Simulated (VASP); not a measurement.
# MoS (P6_3mc) in VASP: single point with PBEsol

Aim: the single point of MoS with PBEsol.

All numbers are computed with VASP 6.6.1; they aren't measurements. Logs are shortened: lines on timing, memory, paths and dates and some standing lists are left out, and cuts for length are marked.

## (1) The crystal as given

It takes space group P6_3mc (No. 186, hexagonal). Conventional cell: a = 3.918 Å, b = 3.918 Å, c = 5.253 Å, α = 90.00°, β = 90.00°, γ = 120.00°. Mo (site symmetry 3m) has 4 S at 2.29 to 2.30 Å as nearest neighbours. Around S (site symmetry 3m) lie 4 Mo at 2.29 to 2.30 Å.

The cell comes from a database or a generator and needn't be the stable form of this composition.

## (2) Single point, PBEsol, collinear spin, typed start

Input file INCAR:

```
PREC = Accurate ; ENCUT = 520
EDIFF = 1E-6 ; ISMEAR = 0
SIGMA = 0.05 ; LREAL = F
LASPH = T ; NELM = 150
ALGO = Fast ; ISIF = 2
LWAVE = F ; LCHARG = F
ISPIN = 2 ; MAGMOM = 0.05 0.05 0 0
LORBIT = 11 ; LMAXMIX = 4
GGA = PS ; NBANDS = 32
```

Input file KPOINTS:

```
Automatic mesh
0
Gamma
  10 10 6
```

Input file POSCAR:

```
MoS
1.0
    3.9184382760      0.0000000000      0.0000000000
   -1.9592191380      3.3934670902      0.0000000000
    0.0000000000      0.0000000000      5.2526667854
Mo S
2 2
Direct
    0.6666666667      0.3333333333      0.0311294679
    0.3333333333      0.6666666667      0.5311294679
    0.6666666667      0.3333333333      0.5940705321
    0.3333333333      0.6666666667      0.0940705321
```

Potentials or basis: VASP PAW PBE potentials, release 64 (Mo_sv, S).

Command:

```
> cat potpaw_PBE.64/Mo_sv/POTCAR potpaw_PBE.64/S/POTCAR > POTCAR
> mpirun -np 1 vasp_std > vasp.out
```

OUTCAR:

```text
PREC = Accurate
   ENCUT = 520
   EDIFF = 1E-6
   ISMEAR = 0
   LREAL = F
   LASPH = T
   NELM = 150
   ISIF = 2
   ISPIN = 2
   LORBIT = 11
   GGA = PS

 ion  position               nearest neighbor table
   1  0.667  0.333  0.031-   4 2.29   4 2.29   4 2.29   3 2.30   3 2.96   2 3.47   2 3.47   2 3.47
                             2 3.47   2 3.47   2 3.47
   2  0.333  0.667  0.531-   3 2.29   3 2.29   3 2.29   4 2.30   4 2.96   1 3.47   1 3.47   1 3.47
                             1 3.47   1 3.47   1 3.47
   3  0.667  0.333  0.594-   2 2.29   2 2.29   2 2.29   1 2.30   1 2.96
   4  0.333  0.667  0.094-   1 2.29   1 2.29   1 2.29   2 2.30   2 2.96

  LATTYP: Found a hexagonal cell.
 ALAT       =     3.9184382760
 C/A-ratio  =     1.3405000705

  Lattice vectors:

 A1 = (   3.9184382760,   0.0000000000,   0.0000000000)
 A2 = (  -1.9592191380,   3.3934670902,   0.0000000000)
 A3 = (   0.0000000000,   0.0000000000,   5.2526667854)

Analysis of symmetry for initial positions (statically):
=====================================================================
 Subroutine PRICEL returns:
 Original cell was already a primitive cell.

 Routine SETGRP: Setting up the symmetry group for a
 hexagonal supercell.

 Subroutine GETGRP returns: Found 12 space group operations
 (whereof  6 operations were pure point group operations)
 out of a pool of 24 trial point group operations.

The static configuration has the point symmetry C_3v.
 The point group associated with its full space group is C_6v.

Analysis of symmetry for dynamics (positions and initial velocities):
=====================================================================
 Subroutine PRICEL returns:
 Original cell was already a primitive cell.

 Routine SETGRP: Setting up the symmetry group for a
 hexagonal supercell.

 Subroutine GETGRP returns: Found 12 space group operations
 (whereof  6 operations were pure point group operations)
 out of a pool of 24 trial point group operations.

The dynamic configuration has the point symmetry C_3v.
 The point group associated with its full space group is C_6v.

Analysis of structural, dynamic, and magnetic symmetry:
=====================================================================
 Subroutine PRICEL returns:
 Original cell was already a primitive cell.

 Routine SETGRP: Setting up the symmetry group for a
 hexagonal supercell.

 Subroutine GETGRP returns: Found 12 space group operations
 (whereof  6 operations were pure point group operations)
 out of a pool of 24 trial point group operations.

The overall configuration has the point symmetry C_3v.
 The point group associated with its full space group is C_6v.

 Subroutine INISYM returns: Found 12 space group operations
 (whereof  6 operations are pure point group operations),
 and found     1 'primitive' translations

----------------------------------------------------------------------------------------

                                     Primitive cell

  volume of cell :      69.8452

  direct lattice vectors                    reciprocal lattice vectors
     3.918438276  0.000000000  0.000000000     0.255203714  0.147341933  0.000000000
    -1.959219138  3.393467090  0.000000000     0.000000000  0.294683866  0.000000000
     0.000000000  0.000000000  5.252666785     0.000000000  0.000000000  0.190379485

  length of vectors
     3.918438276  3.918438276  5.252666785     0.294683866  0.294683866  0.190379485

  position of ions in fractional coordinates (direct lattice)
     0.666666667  0.333333333  0.031129468
     0.333333333  0.666666667  0.531129468
     0.666666667  0.333333333  0.594070532
     0.333333333  0.666666667  0.094070532

  ion indices of the primitive-cell ions
   primitive index   ion index
                 1           1
                 2           2
                 3           3
                 4           4

----------------------------------------------------------------------------------------

 KPOINTS: Automatic mesh

Automatic generation of k-mesh.
 Grid dimensions read from file:
 generate k-points for:   10   10    6

 Generating k-lattice:

  Cartesian coordinates                     Fractional coordinates (reciprocal lattice)
     0.025520371  0.014734193  0.000000000     0.100000000  0.000000000  0.000000000
     0.000000000  0.029468387  0.000000000     0.000000000  0.100000000  0.000000000
     0.000000000  0.000000000  0.031729914     0.000000000  0.000000000  0.166666667

  Length of vectors
     0.029468387  0.029468387  0.031729914

  Shift w.r.t. Gamma in fractional coordinates (k-lattice)
     0.000000000  0.000000000  0.000000000

 Subroutine IBZKPT returns following result:
 ===========================================

 Found     56 irreducible k-points:

 Following reciprocal coordinates:
            Coordinates               Weight
  0.000000  0.000000  0.000000      1.000000
  0.100000  0.000000  0.000000      6.000000
  0.200000  0.000000  0.000000      6.000000
  0.300000 -0.000000  0.000000      6.000000
  0.400000  0.000000  0.000000      6.000000
  0.500000  0.000000  0.000000      3.000000
[... 16 lines left out ...]
  0.300000  0.100000  0.166667     24.000000
  0.400000  0.100000  0.166667     24.000000
 [... further k-points ...]
   k-points           NKPTS =     56   k-points in BZ     NKDIM =     56   number of bands    NBANDS=     32
   number of dos      NEDOS =    301   number of ions     NIONS =      4
   total plane-waves  NPLWV =  36000
   dimension x,y,z NGX =    30 NGY =   30 NGZ =   40
   dimension x,y,z NGXF=    60 NGYF=   60 NGZF=   80
   ions per type =               2   2
   NGX,Y,Z   is equivalent  to a cutoff of  12.73, 12.73, 12.66 a.u.
   NGXF,Y,Z  is equivalent  to a cutoff of  25.46, 25.46, 25.32 a.u.
 SYSTEM =  unknown system
   PREC   = accura    normal or accurate (medium, high low for compatibility)
   ISTART =      0    job   : 0-new  1-cont  2-samecut
   ICHARG =      2    charge: 1-file 2-atom 10-const
   ISPIN  =      2    spin polarized calculation?
   LNONCOLLINEAR =      F non collinear calculations
   LSORBIT =      F    spin-orbit coupling
   LASPH  =      T    aspherical Exc in radial PAW
   ENCUT  =  520.0 eV  38.22 Ry    6.18 a.u.   7.29  7.29  9.77*2*pi/ulx,y,z
   NELM   =    150;   NELMIN=  2; NELMDL= -5     # of ELM steps
   EDIFF  = 0.1E-05   stopping-criterion for ELM
   LREAL  =      F    real-space projection
   EDIFFG = 0.1E-04   stopping-criterion for IOM
   NSW    =      0    number of steps for IOM
   IBRION =     -1    ionic relax: 0-MD 1-quasi-New 2-CG
   NFREE  =      0    steps in history (QN), initial steepest desc. (CG)
   ISIF   =      2    stress and relaxation
   ISYM   =      2    0-nonsym 1-usesym 2-fastsym
   POTIM  = 0.5000    time-step for ionic-motion
   TEBEG  =    0.0;   TEEND  =   0.0 temperature during run
   PSTRESS=    0.0 pullay stress
   NELECT =      40.0000    total number of electrons
   NUPDOWN=      -1.0000    fix difference up-down
   EMIN   =  10.00;   EMAX   =-10.00  energy-range for DOS
   EFERMI =   0.00;   METHOD = LEGACY
   ISMEAR =     0;   SIGMA  =   0.05  broadening in eV -4-tet -1-fermi 0-gaus
   EFERMI_NEDOS =   21; number of points for ismear=-14 and -15
   IALGO  =     68    algorithm
   IMIX   =      4    mixing-type and parameters
     AMIX     =   0.40;   BMIX     =  1.00
     AMIX_MAG =   1.60;   BMIX_MAG =  1.00
  volume/ion in A,a.u.               =      17.46       117.83
  Fermi-wavevector in a.u.,A,eV,Ry     =   1.359511  2.569103 25.147235  1.848270
  Thomas-Fermi vector in A             =   2.486252
   LORBIT       =     11    0 simple, 1 ext, 2 COOP (PROOUT), +10 PAW based schemes
   GGA     = PS    functional components
   LHFCALC =     F    Hartree Fock is set to
   AEXX    =    0.0000 exact exchange contribution
   IVDW    =     0    specifies the selected vdW correction
   LEPSILON=     F    determine dielectric tensor
   LRPA    =     F    only Hartree local field effects (RPA)
 spin polarized calculation
 RMM-DIIS sequential band-by-band and
 Gauss-broadening in eV      SIGMA  =   0.05
  energy-cutoff  :      520.00
  volume of cell :       69.85
 maximum number of plane-waves:      1916
 NGX is ok and might be reduce to    30
   NGX = 15   NGY = 15   NGZ = 19

 number of electron      39.9999996 magnetization       0.0008546

 Free energy of the ion-electron system (eV)
  ---------------------------------------------------
  ext. energy  EPLUGINS =         0.00000000
  ---------------------------------------------------
  free energy    TOTEN  =       -32.12551203 eV

  energy without entropy =      -32.11994539  energy(sigma->0) =      -32.12272871

 E-fermi :   9.3259     XC(G=0): -11.4820

 val. band max:        9.3256551682   @ k =   0.2000   0.1000   0.3333
 cond. band min:       9.3259408262   @ k =   0.2000   0.1000   0.3333
 fundamental gap:      0.0002856580
 Fermi energy:         9.3258556652

 spin component 1

 k-point     1 :       0.0000    0.0000    0.0000
  band No.  band energies     occupation
      1     -51.8299      1.00000
      2     -51.8094      1.00000
      3     -26.2065      1.00000
      4     -26.0440      1.00000
      5     -26.0440      1.00000
      6     -26.0105      1.00000
[... 829 lines left out ...]
     31      18.7331      0.00000
     32      19.2812      0.00000

 [... further k-points ...]

 spin component 2

 k-point     1 :       0.0000    0.0000    0.0000
  band No.  band energies     occupation
      1     -51.8296      1.00000
      2     -51.8091      1.00000
      3     -26.2062      1.00000
      4     -26.0437      1.00000
      5     -26.0437      1.00000
      6     -26.0101      1.00000
[... 829 lines left out ...]
     31      18.7332      0.00000
     32      19.2812      0.00000

 [... further k-points ...]

------------------------ aborting loop because EDIFF is reached ----------------------------------------

  FORCE on cell =-STRESS in cart. coord.  units (eV):
  Direction    XX          YY          ZZ          XY          YZ          ZX
  --------------------------------------------------------------------------------------
  -------------------------------------------------------------------------------------
  Total        0.9628707      0.9628707      0.9375388     -0.0000000      0.0000000      0.0000000
  in kB       22.0872717     22.0872717     21.5061837     -0.0000000      0.0000000      0.0000000
  external PRESSURE =      21.8935757 kB  Pullay stress =       0.0000000 kB

 VOLUME and BASIS-vectors are now :
 -----------------------------------------------------------------------------
  energy-cutoff  :      520.00
  volume of cell :       69.85
      direct lattice vectors                 reciprocal lattice vectors
     3.918438276  0.000000000  0.000000000     0.255203714  0.147341933  0.000000000
    -1.959219138  3.393467090  0.000000000     0.000000000  0.294683866  0.000000000
     0.000000000  0.000000000  5.252666785     0.000000000  0.000000000  0.190379485

 POSITION                                       TOTAL-FORCE (eV/Angst)
 -----------------------------------------------------------------------------------
      1.95922      1.13116      0.16351        -0.000000     -0.000000     -0.003931
     -0.00000      2.26231      2.78985         0.000000      0.000000     -0.003931
      1.95922      1.13116      3.12045         0.000000      0.000000      0.003931
     -0.00000      2.26231      0.49412        -0.000000      0.000000      0.003931
 -----------------------------------------------------------------------------------
    total drift:                                0.000000     -0.000000     -0.001297

  FREE ENERGIE OF THE ION-ELECTRON SYSTEM (eV)
  ---------------------------------------------------
  free  energy   TOTEN  =       -32.1255120257 eV

  energy  without entropy=      -32.1199453879  energy(sigma->0) =      -32.12272871

 total charge

# of ion       s       p       d       tot
------------------------------------------
    1        2.285   6.145   4.207  12.637
    2        2.285   6.145   4.207  12.637
    3        1.307   2.402   0.000   3.709
    4        1.307   2.402   0.000   3.709
--------------------------------------------------
tot          7.185  17.094   8.415  32.694

 magnetization (x)

# of ion       s       p       d       tot
------------------------------------------
    1        0.000   0.000   0.000   0.000
    2        0.000   0.000   0.000   0.000
    3       -0.000  -0.000   0.000  -0.000
    4       -0.000  -0.000   0.000  -0.000
--------------------------------------------------
tot          0.000  -0.000   0.001   0.001
```

It took 2.3 min on 1 thread of AMD EPYC 9R45 (Zen 5), shared host; peak memory 0.3 GiB.

What came out:

- Free energy: -32.1255 eV
- Pressure: 2.2 GPa
- Largest force: 0.004 eV/Å
- Band gap on the k mesh: none (metal or under the smearing width)
- Net moment: 0.00 μB per cell
- Valence electrons inside the program's atomic spheres: Mo 12.64; S 3.71

Forces in eV/Å, atoms in the order of the input:
```
Mo   0.000  0.000 -0.004
Mo   0.000  0.000 -0.004
S    0.000  0.000  0.004
S    0.000  0.000  0.004
```

Levels at points of the mesh, in eV from the Fermi level:
Spin up:
| k point | band 17 | band 18 | band 19 | band 20 | band 21 | band 22 | band 23 | band 24 |
| --- | --- | --- | --- | --- | --- | --- | --- | --- |
| (0.00, 0.00, 0.00) | -2.20 | -2.20 | 0.03 | 0.03 | 0.26 | 1.18 | 1.57 | 3.54 |
| (0.50, 0.00, 0.00) | -2.42 | -2.07 | -1.75 | -0.46 | -0.22 | -0.21 | 0.65 | 1.35 |
| (0.00, 0.00, 0.50) | -0.67 | -0.67 | -0.67 | -0.67 | 1.66 | 1.66 | 3.89 | 3.89 |
| (0.50, 0.00, 0.50) | -1.32 | -1.32 | -0.87 | -0.87 | 0.17 | 0.17 | 1.06 | 1.06 |
Spin down:
```tsv
k point	band 16	band 17	band 18	band 19	band 20	band 21	band 22	band 23	band 24	band 25
(0.00, 0.00, 0.00)	-4.56	-2.20	-2.20	0.03	0.03	0.26	1.18	1.57	3.54	3.54
(0.50, 0.00, 0.00)	-4.70	-2.42	-2.07	-1.75	-0.46	-0.22	-0.21	0.65	1.35	1.70
(0.00, 0.00, 0.50)	-6.41	-0.67	-0.67	-0.67	-0.67	1.66	1.66	3.89	3.89	3.89
(0.50, 0.00, 0.50)	-5.32	-1.32	-1.32	-0.87	-0.87	0.17	0.17	1.06	1.06	3.24
```

Caveat: the PAW data sets were made with another functional, which shifts forces and pressure a little.
